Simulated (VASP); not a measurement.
# CuAu: convergence, self-consistent run

CuAu, P4/mmm (no. 123), 2 atoms in the cell. PBE; PAW potentials Au, Cu (PBE set). VASP 6.6.1.

Wanted: energy within 0.2 meV/atom; Fermi level within 0.005 eV.

What the run is for: comparing ways to start; Accuracy asked: tight.

POSCAR:
```
CuAu
1.0
    2.8107494552      0.0000000000      0.0000000000
    0.0000000000      2.8107494552      0.0000000000
    0.0000000000      0.0000000000      3.6850000000
Au Cu
1 1
Direct
    0.0000000000      0.0000000000      0.0000000000
    0.5000000000      0.5000000000      0.5000000000
```

## How the run starts (with a second run first, the time holds both)

| How the run starts (with a second run first, the time holds both) | Energy less reference (meV/atom) | Fermi level (eV) | Time (s) |
|---|---|---|---|
| from scratch: 13 SCF iterations | 0.00 | 8.6691 | 19 |
| orbitals of a nearby geometry (ISTART 1): 13 + 8 SCF iterations | 0.00 | 8.6686 | 32 |
| orbitals and density of a nearby geometry: 13 + 7 SCF iterations | 0.00 | 8.6687 | 31 |
| density of a nearby geometry (ICHARG 1): 13 + 11 SCF iterations | 0.00 | 8.6687 | 37 |
| orbitals in the old basis (ISTART 2), symmetry off: 13 + 8 SCF iterations | 0.42 | 8.6685 | 153 |

Chosen: from scratch: 13 SCF iterations; no other choice that stays within half of the tolerance saves 30 % of the time.

The chosen settings are those of the reference run.

## The input

INCAR:
```
SYSTEM = CuAu
GGA = PE
ISMEAR = 1
SIGMA = 0.1
LWAVE = .FALSE.
LCHARG = .FALSE.
ISIF = 2
PREC = Accurate
LASPH = .TRUE.
LREAL = .FALSE.
ALGO = Normal
EDIFF = 1E-6
NELM = 120
GGA_COMPAT = .FALSE.
ENCUT = 400
```

KPOINTS:
```
k-points
0
Gamma
  12 12 9
```

Commands:
```
cat potpaw_PBE.64/Au/POTCAR potpaw_PBE.64/Cu/POTCAR > POTCAR
mpirun -np 1 vasp_std > vasp.out
```

The chosen input took VASP 6.6.1 19 s on 1 core (AMD EPYC 9R45 (Zen 5)), a shared host.

## An input that fails: restart asked without its files

VASP's message: ERROR: charge density could not be read from file CHGCAR for ICHARG>10.

Changes against the starting input:
```
- NELM = 120
+ NELM = 60
+ ICHARG = 11
```
